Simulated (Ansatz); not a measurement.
# NiO (Fm-3m) in Ansatz: further runs

Runs on NiO. Level: PBEsol. Tasks: phonons, elastic constants.

Everything below comes from runs of Ansatz 0.2.0. Logs are shortened: lines on timing, memory, paths and dates and some standing lists are left out, and cuts for length are marked.

**Measured values to compare with.**

“Local correlations, non-local screening, multiplets, and band formation in NiO”, 2012, arxiv:1210.6675 quotes, for a bulk crystal of NiO: band gap 4.3 eV.

How close the calculation comes is told below.

**1. The crystal as given**

The structure is cubic, space group Fm-3m (No. 225). The conventional cell has a = 4.172 Å, b = 4.172 Å, c = 4.172 Å, α = 90.00°, β = 90.00°, γ = 90.00°. Ni (site symmetry m-3m) has 6 O at 2.09 Å as nearest neighbours. O (site symmetry m-3m) is surrounded by 6 Ni at 2.09 Å.

**2. Phonons, PBEsol, collinear spin, ferromagnetic start**

File input.yaml:

```yaml
crystal:
  lattice:
    - [0.0, 2.0859016414, 2.0859016414]
    - [2.0859016414, 0.0, 2.0859016414]
    - [2.0859016414, 2.0859016414, 0.0]
  atoms:
    - { symbol: Ni, position: [0.0, 0.0, 0.0], spin: 1.0 }
    - { symbol: O, position: [0.5, 0.5, 0.5] }
hamiltonian:
  xc: pbesol
  pseudopotentials: { kind: paw }
magnetization:
  spin_polarized: true
kpoints:
  mp_grid: { grid: [10, 10, 10] }
scf:
  occupations: { method: fermi_dirac, width: 0.05 }
phonons:
  method: dfpt
  qmesh: [2, 2, 2]
  temperatures: { t_max: 1000, t_step: 100 }
  qpath:
    path:
      - [[0.0, 0.0, 0.0], [0.5, 0.0, 0.5], [0.5, 0.25, 0.75], [0.375, 0.375, 0.75], [0.0, 0.0, 0.0], [0.5, 0.5, 0.5], [0.625, 0.25, 0.625], [0.5, 0.25, 0.75], [0.5, 0.5, 0.5], [0.375, 0.375, 0.75]]
      - [[0.625, 0.25, 0.625], [0.5, 0.0, 0.5]]
    npoints: 8
```

Potentials or basis: Ansatz PAW.

Command:

```console
> ansatz run input.yaml --threads 2 --pin off --max-ram 5632MiB --backend cpu --events-out ev --progress --plain --runs-dir out
```

Standard output:

```text
Warning: RAYON_NUM_THREADS=2 ignored (pool sized by the plan → 2); use --threads N
Engine: ansatz 0.2.0, aarch64-unknown-linux-gnu
Pseudopotentials: kind: paw
Pseudopotential: Ni, paw, valence charge 18, recommended cutoff 420 eV (normal), Ni.paw.azcp
Pseudopotential: O, paw, valence charge 6, recommended cutoff 420 eV (normal), O.paw.azcp
Functional definition: PBEsol
  exchange = pbesol_x
  correlation = pbesol_c
Crystal: 2 atoms, lattice volume = 18.151 Å³
Basis set: ecut = 420 eV, 339 PW (Γ), exchange–correlation on 40×40×40 points (8 copies of the dense FFT grid, shifted against one another)
Bands: 17, of which v1, the nominal top of the filled ones, is band 12 counted from 1 (11 counted from 0)
Symmetry: 48 space group operations
Space group: Fm-3m (ITA 225), of the structure as read, at distance tolerance 2.6e-5 Å
Magnetic group: BNS 225.116 (UNI 1618), of the structure as read, at distance tolerance 2.6e-5 Å
k-points: 47 of 1000
Non-local potential: Ni, projectors of the file, l = 0: 3, l = 1: 2, l = 2: 3, l = 3: 1
Non-local potential: O, projectors of the file, l = 0: 2, l = 1: 2, l = 2: 1
PAW form: soft (Blöchl's): semilocal exchange-correlation on the pseudo side does not see the compensation charge
PAW frozen core: Ni, regenerated for the run's functional, and the local potential with it (the file was generated under x = pbe(κ = 0.804, μ = 0.2195149727645171), c = pbe(β = 0.06672455060314922))
PAW frozen core: O, regenerated for the run's functional, and the local potential with it (the file was generated under x = pbe(κ = 0.804, μ = 0.2195149727645171), c = pbe(β = 0.06672455060314922))
PAW one-centre angular grid: Ni, 590 points (default); XC on 64 Gauss nodes
PAW one-centre angular grid: O, 110 points (default); XC on 64 Gauss nodes
Initial density: superposition of atomic densities (chi_scale 0.1, normalization cell, long waves kept (reshape's long-wave potential 0.00 eV rms))
Starting moments: Σ|m| = 1 μB on 1 of 2 sites
Initial wavefunctions: pseudopotential atomic-orbital guess
Functional: x = pbesol(κ = 0.804, μ = 0.12345679012345678), c = pbesol(β = 0.046)
SCF 1 converged in 14 iterations: F = -6364.238463 eV  dr2 = 4.02e-12
Initial density: read from a saved state, or passed on in memory by an earlier SCF of this step, an earlier step, the calling program or the single point that the run made first
Starting moments: Σ|m| = 1 μB on 1 of 2 sites; this step starts from the density that it was given
Initial wavefunctions: those read from a saved state, or passed on in memory by an earlier step or the calling program
SCF 2 converged in 6 iterations: F = -6364.270091 eV  dr2 = 3.04e-8
SCF 3 converged in 2 iterations: F = -6364.270091 eV  dr2 = 7.11e-9
a single point of the input's cell can leave the moments in the input for a lower state (scf.lower_state_search): this run first made a single point of its cell. This run's own SCFs start from the density of the state that the single point found, with the moments in the input. The single point stayed on the moments in the input.
Stability of the state it starts from, as read at its close in the collinear treatment: not read negative (lowest Ritz value 0.32 of the free energy's curvature over one without interaction, by its minimisation under the symmetry group of the SCF that read it); nothing settles its magnetic order
iter 1 solved again at ethr=2.83e-9 eV; its pass at ethr=3.10e-3 eV (dr2=6.80e-7 eV) is discarded
SCF iter   1: F=—  HF=-6364.270091 eV  |F-HF|=—  |Δ(HF+E_count)|=         —  Δρ=5.74e-6 (↑3.61e-6 ↓5.74e-6)  dr2=1.44e-9  dr2_m=2.85e-9  M=1.400 μB ∫|m|=1.406 μB  β_m=0.65  ethr=2.83e-9  ⟨swp⟩=3.4  Hψ=11795  notcnv=0
preconditioner: auto → none  [metal: Δε(μ)=0.052 eV  Ē_g=14.363 eV  σ=0.050 eV  W_gap=0.25  n_scr=0 (ndim 8)  ℏωp=34.9 eV  f_vac=0.000  D(μ)=1.39/eV (n_scr^D=14)]
SCF iter   2: F=—  HF=-6364.270091 eV  |F-HF|=—  |Δ(HF+E_count)|=   1.49e-8  Δρ=3.77e-6 (↑2.03e-6 ↓3.77e-6)  dr2=1.33e-9  dr2_m=9.90e-10  M=1.400 μB ∫|m|=1.406 μB  β_m=0.65  ethr=5.98e-12  ⟨swp⟩=2.0  Hψ=2750  notcnv=0
SCF iter   3: F=—  HF=-6364.270091 eV  |F-HF|=—  |Δ(HF+E_count)|=  7.29e-10  Δρ=3.07e-6 (↑3.07e-6 ↓1.15e-6)  dr2=1.43e-9  dr2_m=2.46e-10  M=1.400 μB ∫|m|=1.406 μB  β_m=0.60  ethr=5.53e-12  ⟨swp⟩=2.0  Hψ=2743  notcnv=0
SCF iter   4: F=—  HF=-6364.270091 eV  |F-HF|=—  |Δ(HF+E_count)|=  6.16e-10  Δρ=1.71e-6 (↑6.31e-7 ↓1.71e-6)  dr2=2.74e-10  dr2_m=1.88e-10  M=1.400 μB ∫|m|=1.406 μB  β_m=0.57  ethr=5.53e-12  ⟨swp⟩=2.3  Hψ=2671  notcnv=0
SCF iter   5: F=—  HF=-6364.270091 eV  |F-HF|=—  |Δ(HF+E_count)|=  1.09e-11  Δρ=8.39e-7 (↑6.86e-7 ↓8.39e-7)  dr2=5.93e-12  dr2_m=9.60e-11  M=1.400 μB ∫|m|=1.406 μB  β_m=0.78  ethr=1.14e-12  ⟨swp⟩=2.1  Hψ=2233  notcnv=0
SCF iter   6: F=—  HF=-6364.270091 eV  |F-HF|=—  |Δ(HF+E_count)|=  3.46e-11  Δρ=1.80e-7 (↑1.80e-7 ↓4.67e-8)  dr2=2.37e-12  dr2_m=1.93e-12  M=1.400 μB ∫|m|=1.406 μB  β_m=0.83  ethr=1.00e-12  ⟨swp⟩=1.5  Hψ=1801  notcnv=0
SCF iter   7: F=-6364.270091 eV  HF=-6364.270091 eV  |F-HF|=3.64e-12  |Δ(HF+E_count)|=  1.82e-12  Δρ=1.07e-7 (↑5.77e-8 ↓1.07e-7)  dr2=1.59e-12  dr2_m=8.06e-13  M=1.400 μB ∫|m|=1.406 μB  ethr=1.00e-12  ⟨swp⟩=3.1  Hψ=5831  notcnv=0
SCF 4 converged in 7 iterations: F = -6364.270091 eV  dr2 = 1.59e-12
iter 1 solved again at ethr=3.39e-9 eV; its pass at ethr=3.10e-3 eV (dr2=8.14e-7 eV) is discarded
SCF iter   1: F=—  HF=-6364.270091 eV  |F-HF|=—  |Δ(HF+E_count)|=         —  Δρ=1.91e-7 (↑1.16e-7 ↓1.91e-7)  dr2=9.65e-12  dr2_m=7.71e-13  M=1.400 μB ∫|m|=1.406 μB  β_m=0.30  ethr=3.39e-9  ⟨swp⟩=3.3  Hψ=11722  notcnv=0
eigensolver tolerance schedule: the retry pair's looser diagonalisation over-reported the residual by 84401.71 of it (diagonalisation noise at 0.10 of the residual, at the tolerance the schedule requests for it); recorded, not acted on — ethr = c·dr2/N_el stays at c = 1.0e-1
preconditioner: auto → none  [metal: Δε(μ)=0.052 eV  Ē_g=14.363 eV  σ=0.050 eV  W_gap=0.25  n_scr=8 (ndim 8)  ℏωp=34.9 eV  f_vac=0.000  D(μ)=1.39/eV (n_scr^D=14)]
SCF iter   2: F=—  HF=-6364.270091 eV  |F-HF|=—  |Δ(HF+E_count)|=   1.17e-9  Δρ=4.23e-7 (↑1.77e-7 ↓4.23e-7)  dr2=3.93e-11  dr2_m=6.05e-12  M=1.400 μB ∫|m|=1.406 μB  β_m=0.30  ethr=1.00e-12  ⟨swp⟩=6.4  Hψ=7105  notcnv=0
SCF iter   3: F=-6364.270091 eV  HF=-6364.270091 eV  |F-HF|=6.37e-12  |Δ(HF+E_count)|=  8.09e-11  Δρ=1.90e-7 (↑8.65e-8 ↓1.90e-7)  dr2=7.04e-12  dr2_m=1.62e-12  M=1.400 μB ∫|m|=1.406 μB  ethr=1.00e-12  ⟨swp⟩=1.1  Hψ=3607  notcnv=0
SCF 5 converged in 3 iterations: F = -6364.270091 eV  dr2 = 7.04e-12
phonons: the bands overlap, so this run is a metal and interpolates without the dipole-dipole term. If the crystal is really an insulator or semiconductor, its LO-TO splitting is missing
NSCF: frozen V_eff on 47 k-points
NSCF: frozen V_eff on 102 k-points
DFPT response loops at q = (0, 0, 0) (fractional): preconditioner auto → Kerker (q_TF=auto, 2.858 Å⁻¹) (partly filled bands, converged f_vac=0.000); β = 1.00, the filter's whole step (`scf.mixing.beta` (0.30) is not read by the response loops under this deck's `scf.mixing.preconditioner`; to damp them name `kerker` or `kerker_dos`, under which they read `scf.mixing.beta`, and type it under 1.00, their step now; both keys bind the ground state too); Broyden in place of MSR1
NSCF: frozen V_eff on 564 k-points
DFPT response loops at q = (0, 0, -0.5) (fractional): mixed as the last ones told, above
NSCF: frozen V_eff on 342 k-points
DFPT response loops at q = (0, -0.5, -0.5) (fractional): mixed as the last ones told, above
SCF converged after 7 iterations
Magnetization: 1.4004 μB (12.7002 up, 11.2998 down)
Absolute magnetization: 1.4056 μB (∫|ρ↑−ρ↓|, with the PAW one-centre terms)
Spin contamination: 0.0075 ħ² per cell (⟨S²⟩ above its minimum at these occupations)
Per-site moments (μB) at R_I (Å): [(1.1433093254794886, 0.8604344270775), (0.21226963230102755, 0.8604344270775)]
Free energy (F): -6364.270091 eV
Harris-Foulkes:  -6364.270091 eV  (|F-HF|=3.64e-12)
Internal energy: -6364.258001 eV  (E = F + TS)
E sigma→0 (E₀):  -6364.264046 eV
Entropy (-TS):   -0.012090 eV (-6.045 meV/atom)
Fermi energy:    14.374637 eV
--- Per-component energies (eV) ---
  E_band       = -325.640138
  E_kinetic    = 451.862124
  E_local      = -3992.835324  (includes V_loc(G=0)·N_el)
  E_nonlocal   = 694.032184
  E_hartree    = 1643.453647
  E_xc         = -154.568911
  E_vxc        = -199.228726  (∫ρ·V_xc dr)
  E_paw        = -1751.638456  (= ΣΔE_a)
  E_vpaw       = -566.380820  (= ΣTr[D̂ρ^β])
  E_aug_tail   = 0.003068  (compensation charges beyond the density's cutoff)
  E_ewald      = -3254.798910
  E_core_change = 0.232577  (= ΣΔE_core)
  E_smearing   = -0.012090  (= −TS)
  E_closure    = -0.000000  (closes the sum)
  Σ components = -6364.270091   (vs F -6364.270091, Δ=0.00e0)
--- Band table (eV; the first three rows and the last of 94) ---
  k-point 0 ↑: bands = ["-89.3788", "-49.9085", "-49.9085", "-49.9085", "-6.1199", "11.1938", "11.1938", "11.1938", "11.6019", "11.6019", "11.9028", "11.9028", "11.9028", "15.7527", "31.8619", "33.0698", "33.0698"]
  k-point 1 ↑: bands = ["-89.3785", "-49.9116", "-49.9089", "-49.9089", "-6.0044", "10.2878", "10.4416", "10.4416", "11.9296", "11.9296", "12.1651", "12.4385", "12.4385", "16.4384", "29.8812", "32.7075", "32.7075"]
  k-point 2 ↑: bands = ["-89.3778", "-49.9196", "-49.9100", "-49.9100", "-5.6858", "8.7827", "9.6301", "9.6301", "12.1256", "12.1256", "12.4233", "13.3526", "13.3526", "17.7964", "27.4272", "31.3572", "31.3572"]
  k-point 46 ↓: bands = ["-87.9353", "-48.5285", "-48.5227", "-48.5165", "-4.1602", "8.0389", "8.7102", "9.0055", "13.0758", "13.5734", "13.7781", "14.3359", "15.0350", "22.8109", "24.9979", "25.3482", "28.3422"]
--- Phonons (Γ-DFPT): 2 representative perturbations + reference (Σ response iterations 6) ---
  ASR residual: 1.496e-3 → 0.000e0 eV/Å²; symmetrization residual: 1.975e-6 eV/Å²
  ASR residual per site (eV/Å²): 1.50e-3 3.82e-5
  Γ frequencies (cm⁻¹): 0.00 0.00 0.00 263.48 263.48 263.48
--- Phonons (arbitrary-q DFPT): 3 irreducible q on the 2×2×2 mesh ---
  q = [0.0000, 0.0000, 0.0000] (star 1, of the zone-centre solve; hermiticity 1.23e-6, symmetrization 9.54e-12): -0.00 -0.00 -0.00 263.48 263.48 263.48
  q = [0.0000, 0.0000, -0.5000] (star 4, 2 solved perturbations on 282 of 1000 k-point pairs; hermiticity 2.16e-11, symmetrization 1.08e-11): 144.96 144.96 180.16 180.16 270.40 372.25
  q = [0.0000, -0.5000, -0.5000] (star 3, 4 solved perturbations in 546 linear systems a pass and spin channel, the states on 171 of 1000 k-point pairs; hermiticity 5.04e-7, symmetrization 4.13e-11): 136.04 136.04 207.33 316.43 316.43 359.56
  sum rule: each row above includes the acoustic sum rule's correction from the zone centre's row sums; it moved no ω² by more than (2.63 cm⁻¹)²
  mesh force constants: q→R imaginary residual 2.05e-17; ASR residual 1.496e-3 → 0.000e0 eV/Å²; symmetrization residual 1.912e-15 eV/Å²
  interpolated dispersion: 82 rows × 6 modes
  density of states and harmonic sums: on the 26×26×26 q-mesh, interpolated from the force constants of a 2×2×2 supercell (no non-analytic term)
  largest difference from the sums on the solved wave vectors: F 4.61e-2 eV, S 7.84e-5 and C_V 3.23e-5 eV/K
  zero-point energy: 0.083957 eV/cell   skipped modes (ω ≤ 0): 3   left out of the sums: 2.84e-5 of the cell's modes: C_V's classical limit lies that fraction below 3 k_B per atom; for a crystal, a wire or a layer, F and S can be off by more, and a phonons.interpolated_qmesh denser along its periods is the remedy for the sampling
```

It took 54 s on 2 threads of Arm Neoverse V1, shared host; peak memory 0.72 GiB.

Results:

- Free energy: -6364.2701 eV
- Band gap on the k mesh: none (metal or under the smearing width)
- Net moment: 1.40 μB per cell
- Absolute moment: 1.41 μB per cell
- Site moments: Ni +1.14; O +0.21 μB
- Highest phonon frequency: 372 cm⁻¹

Levels at points of the mesh, in eV from the Fermi level:
Spin up:
```csv
k point,band 9,band 10,band 11,band 12,band 13,band 14,band 15,band 16,band 17
"(0.00, 0.00, 0.00)",-2.77,-2.77,-2.47,-2.47,-2.47,1.38,17.49,18.70,18.70
"(0.00, 0.00, -0.50)",-1.72,-1.72,-1.24,0.48,0.48,5.37,9.82,13.87,13.87
"(0.00, -0.50, -0.50)",-3.41,-2.41,-1.85,-1.41,-1.41,6.01,10.35,12.06,16.45
```
Spin down:
| k point | band 8 | band 9 | band 10 | band 11 | band 12 | band 13 | band 14 | band 15 |
| --- | --- | --- | --- | --- | --- | --- | --- | --- |
| (0.00, 0.00, 0.00) | -2.79 | -1.74 | -1.74 | -1.74 | -0.88 | -0.88 | 1.66 | 17.45 |
| (0.00, 0.00, -0.50) | -5.10 | -0.84 | -0.84 | -0.48 | 1.96 | 1.96 | 5.52 | 10.23 |
| (0.00, -0.50, -0.50) | -4.14 | -2.78 | -0.60 | -0.60 | -0.45 | 0.10 | 6.37 | 10.64 |

Phonon frequencies in cm⁻¹ (negative: imaginary):
| q point | frequencies |
| --- | --- |
| (0.000, 0.000, 0.000) | 0 0 0 263 263 263 |
| (0.000, 0.000, -0.500) | 145 145 180 180 270 372 |
| (0.000, -0.500, -0.500) | 136 136 207 316 316 360 |

Caveat: the q mesh is small, so phonon branches between its points and thermal values are rough; a cell with one magnetic atom can't hold antiferromagnetic order, which such compounds often take; semilocal functionals often make such compounds metallic where correlation or magnetic order opens a gap, which also shifts bond lengths; the PAW data sets come from PBE, with cores solved anew for the run's functional, which leaves a small shift of forces and pressure.

**3. Elastic constants, PBEsol, collinear spin, ferromagnetic start**

File input.yaml:

```yaml
crystal:
  lattice:
    - [0.0, 2.0859016414, 2.0859016414]
    - [2.0859016414, 0.0, 2.0859016414]
    - [2.0859016414, 2.0859016414, 0.0]
  atoms:
    - { symbol: Ni, position: [0.0, 0.0, 0.0], spin: 1.0 }
    - { symbol: O, position: [0.5, 0.5, 0.5] }
hamiltonian:
  xc: pbesol
  pseudopotentials: { kind: paw }
magnetization:
  spin_polarized: true
kpoints:
  mp_grid: { grid: [10, 10, 10] }
scf:
  occupations: { method: fermi_dirac, width: 0.05 }
output:
  forces: true
  stress: true
elastic:
  mode: clamped_ion
  stencil: two_point
```

Potentials or basis: Ansatz PAW.

Command:

```console
> ansatz run input.yaml --threads 2 --pin off --max-ram 5632MiB --backend cpu --events-out ev --progress --plain --runs-dir out
```

Wall time 23 s (2 threads of Arm Neoverse V1, shared host); peak memory 0.39 GiB.

It converged, with:

| Item | Value |
| --- | --- |
| Free energy | -6364.2701 eV |
| Pressure | -7.5 GPa |
| Band gap on the k mesh | none (metal or under the smearing width) |
| Net moment | 1.40 μB per cell |
| Absolute moment | 1.41 μB per cell |
| Site moments | Ni +1.14; O +0.21 μB |
| Clamped-ion elastic constants C11, C12, C44 | 209, 149, 53 GPa |
| Voigt bulk modulus | 169 GPa |

Levels at points of the mesh, in eV from the Fermi level:
Spin up:
```
             k point  band 9  band 10  band 11  band 12  band 13  band 14  band 15  band 16  band 17
  (0.00, 0.00, 0.00)   -2.77    -2.77    -2.47    -2.47    -2.47     1.38    17.49    18.70    18.70
 (0.00, 0.00, -0.50)   -1.72    -1.72    -1.24     0.48     0.48     5.37     9.82    13.87    13.87
(0.00, -0.50, -0.50)   -3.41    -2.41    -1.85    -1.41    -1.41     6.01    10.35    12.06    16.45
```
Spin down:
| k point | band 8 | band 9 | band 10 | band 11 | band 12 | band 13 | band 14 | band 15 |
| --- | --- | --- | --- | --- | --- | --- | --- | --- |
| (0.00, 0.00, 0.00) | -2.79 | -1.74 | -1.74 | -1.74 | -0.88 | -0.88 | 1.66 | 17.45 |
| (0.00, 0.00, -0.50) | -5.10 | -0.84 | -0.84 | -0.48 | 1.96 | 1.96 | 5.52 | 10.23 |
| (0.00, -0.50, -0.50) | -4.14 | -2.78 | -0.60 | -0.60 | -0.45 | 0.10 | 6.37 | 10.64 |

Elastic tensor in Voigt notation (GPa, ions clamped, in the Cartesian axes of the cell as first typed):
```
209 149 149   0   0   0
149 209 149   0   0   0
149 149 209   0   0   0
  0   0   0  53   0   0
  0   0   0   0  53   0
  0   0   0   0   0  53
```

Caveat: the cell is more than 3 GPa from zero pressure, which shifts response properties; elastic constants of metals need much finer meshes, so these are rough; the pressure holds a Pulay correction of +0.7 GPa for the finite cutoff; a cell with one magnetic atom can't hold antiferromagnetic order, which such compounds often take; semilocal functionals often make such compounds metallic where correlation or magnetic order opens a gap, which also shifts bond lengths; the PAW data sets come from PBE, with cores solved anew for the run's functional, which leaves a small shift of forces and pressure.

**4. Against experiment**

Step 2. Against the measured gap of NiO, 4.3 eV (quoted in “Local correlations, non-local screening, multiplets, and band formation in NiO”, 2012, arxiv:1210.6675), the calculated 0.00 eV is off by -4.30 eV. So large a miss can be the level of theory's own, or it may mean another phase, state or a wrong row. The value is that of PBEsol on a finite k mesh, which can miss the band edges, without temperature or zero-point motion. Semilocal functionals fall short of measured gaps as a rule. The run's magnetic order (collinear spin, ferromagnetic start) needn't be the measured crystal's.

Step 3. Against the measured gap of NiO, 4.3 eV (quoted in “Local correlations, non-local screening, multiplets, and band formation in NiO”, 2012, arxiv:1210.6675), the calculated 0.00 eV is off by -4.30 eV. So large a miss can be the level of theory's own, or it may mean another phase, state or a wrong row. The value is that of PBEsol on a finite k mesh, which can miss the band edges, without temperature or zero-point motion. Semilocal functionals fall short of measured gaps as a rule. The run's magnetic order (collinear spin, ferromagnetic start) needn't be the measured crystal's.
